How wrong is the size that a chosen functional gives to a crystal of boron arsenide, and when does that error matter? The calculations answer it indirectly. Every level of theory gets the same cell, with an edge of about 4.8 Å, and reports the pressure that remains. A positive pressure means that the crystal pushes outward and the functional wants a larger cell; a negative one means that it wants a smaller cell.

Plane-wave DFT calculations with VASP 6.6.1 and PAW potentials for BAs (F-43m) at a fixed cubic cell edge of 4.778 Å. All rows use a 520 eV cutoff, a 10 × 10 × 10 k mesh and Gaussian smearing of 0.02 eV, without spin polarisation, spin-orbit coupling or a dispersion correction. Pressure is positive in compression.

```
functional                            potentials  pressure (GPa)
       LDA  VASP-PAW-LDA-potentials,-recommended          -3.150
       PBE  VASP-PAW-PBE-potentials,-recommended           3.360
    PBEsol  VASP-PAW-PBE-potentials,-recommended          -0.010
    r2SCAN  VASP-PAW-PBE-potentials,-recommended           0.790
     HSE06  VASP-PAW-PBE-potentials,-recommended          -0.710
      SCAN  VASP-PAW-PBE-potentials,-recommended           0.090
```

A clamped spring works in the same way: the force on the clamp, divided by the stiffness, tells how far the spring would move if released. For a crystal the stiffness is the bulk modulus B, the pressure needed per relative change of volume V. Releasing a pressure P changes the volume by ΔV/V = P/B. In a cubic cell the volume goes as the cube of the edge a, so the edge changes by a third of that:

Δa/a = P/(3B)

The PBE row serves as the worked case. With B about 140 GPa, a rough recalled value used for all six rows,

Δa/a = 3.36/(3 × 140) = 0.008

PBE would therefore make the edge about 0.8 % longer than this cell, or roughly 0.04 Å. The comparison with a spring is limited, because a crystal stiffens when squeezed and each functional has its own B. Allowing for the stiffening changes the estimate by only a few hundredths of a percent; the differences in B are untested here.

The first two rows, LDA and PBE, miss the cell by nearly equal amounts in opposite directions. LDA wants an edge about 0.75 % shorter. For a film grown on a substrate, where the mismatch in length sets the strain, such errors can spoil a prediction. For the energy of the crystal in this cell they are mild: the strain stores about 7 meV per two-atom cell with PBE, and slightly less with LDA.

Theory gives a reason for the opposite signs. LDA treats each point as part of a uniform electron gas and usually binds atoms too tightly. PBE adds an exchange term that lowers the energy where the density varies steeply compared with its own size. Stretching a crystal thins the density between the atoms and makes it more uneven in this sense, so the term rewards expansion. The table shows the combined result of 6.5 GPa, but not the exchange term alone, since PBE also changes the correlation term and LDA uses its own set of atomic potentials.

PBEsol keeps the form of PBE and weakens its gradient terms, so it should fall between the two. Its exchange coefficient is about 0.56 of that in PBE. If the pressure simply followed this coefficient from LDA to PBE, PBEsol would come out near +0.5 GPa; the computed value is −0.01 GPa. This estimate takes its end points from the LDA and PBE rows and makes no use of the PBEsol result. It gets the direction and most of the step from PBE right, but it ignores the correlation term. There the gradient correction is expected to oppose expansion, and PBEsol weakens it less than the one in exchange, which would pull the pressure below the estimate. The separate potentials of the LDA row may also play a part. The same reasoning suggests the order LDA, PBEsol, PBE for the cell size of similar covalent semiconductors. The same error in pressure means a larger error in length where the crystal is softer.

It is tempting to declare PBEsol the most accurate level because its pressure is almost zero. That would require zero to be the right target. Real atoms vibrate even at the lowest temperature, and this motion pushes the crystal outward with a pressure of the order of 1 GPa, by a rough estimate. The calculations leave it out. If the cell was taken from a measurement, which is not stated, a perfect functional should show a negative pressure of about that size. PBE would then look worse and LDA somewhat better than the table suggests, and HSE06 rather than PBEsol would probably lie nearest the target. If the cell was instead relaxed with PBEsol beforehand, the near-zero pressure of that row would follow by construction and say nothing about accuracy.

The r2SCAN row, at 0.79 GPa, corresponds to an edge about 0.2 % longer than this cell. Besides the density and its gradient, this functional uses the kinetic energy density of the electrons, which helps it to tell a covalent bond from a region where closed shells merely overlap. That gives it a way to correct the bonds without one gradient strength having to suit every region. This is the usual argument for such functionals; the table confirms only that the pressure drops by about 2.6 GPa from PBE.

HSE06 goes further and ends on the other side of zero, at −0.71 GPa. It replaces a quarter of the PBE exchange at short range by exact exchange, which reduces the spurious repulsion of an electron with itself. The likely result is a more compact valence density and shorter bonds. The drop from PBE is about 4 GPa. The exact exchange was computed on a coarser grid, whose effect on the pressure has not been tested.

What sets HSE06 apart is the band gap. In the same runs it gives 1.85 eV, against 1.18 eV for PBE, because exact exchange moves filled and empty states apart. LDA and PBE, which disagree most about the size of the crystal, differ in the gap by only about 0.05 eV. PBEsol and SCAN, which nearly agree about the size, differ in the gap by 0.34 eV. A good cell size is therefore no evidence for a good gap, and there is no measured gap here against which to judge these values. They also leave out spin-orbit coupling, which is expected to make each gap somewhat smaller. The reason to prefer HSE06 here comes from outside the table: functionals such as LDA and PBE usually make the gap of a semiconductor too small.

SCAN, in the last row, lies within about 0.1 GPa of PBEsol. A difference that small should not be given a cause before the convergence of the pressure has been tested. The distance to its smoother relative r2SCAN is larger, 0.7 GPa, or nearly 0.2 % of the edge. Two functionals built on the same idea can thus differ by more than a strict tolerance allows.

The tolerance decides how much of this matters. An error of 0.5 % in the edge corresponds to 2.1 GPa, and against this cell PBEsol, r2SCAN, HSE06 and SCAN all stay within it, while LDA and PBE do not. At 0.1 % the limit shrinks to 0.42 GPa. These four middle levels span 1.5 GPa, so at that accuracy the choice among them matters, and so does the missing vibration. All four also use atomic potentials made for PBE, and the effect of this on the pressure has not been tested. The output below lists the estimated misfit for each row.

Cost can be judged only from how the work grows. LDA, PBE and PBEsol need the density and at most its gradient; SCAN and r2SCAN add the kinetic energy density, which raises the effort but not the way it scales. HSE06 couples orbitals at each k point with those at all others, so doubling the number of k points makes the exchange work about four times as large.

For BAs this gives a practical rule, provided that the cell used here is close to the real one. Half a percent is within reach of all four middle levels, so use the cheapest of them, PBEsol, for the geometry, and spend the effort of HSE06 on the gap, at that geometry. If a length is needed to a tenth of a percent, relax the cell with more than one of the four middle levels and add the vibrations before trusting any of them.

Printed output of the fit:

```
Estimated misfit of the cell edge and strain energy:
     row  linear misfit in percent  Murnaghan misfit in percent  strain energy in meV per cell  mesh gap in eV
     LDA                     -0.75                      -0.7828                          6.029           1.123
     PBE                       0.8                       0.7668                           6.86           1.176
  PBEsol                 -0.002381                    -0.002381                      6.077e-05           1.077
  r2SCAN                    0.1881                       0.1862                         0.3792           1.371
   HSE06                    -0.169                      -0.1706                         0.3063           1.848
    SCAN                   0.02143                       0.0214                       0.004922           1.416
Pressure step from LDA to PBE in GPa: 6.51
Pressure step from PBE to PBEsol in GPa: -3.37
Pressure step from PBE to r2SCAN in GPa: -2.57
Pressure step from PBE to SCAN in GPa: -3.27
Pressure step from PBE to HSE06 in GPa: -4.07
Pressure of r2SCAN less SCAN in GPa: 0.7
Pressure of SCAN less PBEsol in GPa: 0.1
Spread of the four middle levels in GPa: 1.5
Spread of the four middle levels in percent of the edge: 0.3571
Pressure that matches 0.1 percent of the edge in GPa: 0.42
Pressure that matches 0.5 percent of the edge in GPa: 2.1
Ratio of exchange gradient coefficients PBEsol to PBE: 0.5612
Actual share of the LDA to PBE step reached by PBEsol: 0.4823
PBEsol pressure predicted from that ratio in GPa: 0.5032
Prediction less computed PBEsol pressure in GPa: 0.5132
Zero-point pressure in GPa (order of magnitude only): 0.9698
Gap of HSE06 less PBE in eV: 0.6715
Gap of PBE less LDA in eV: 0.0536
Rank correlation of gap and pressure: 0.08571
```
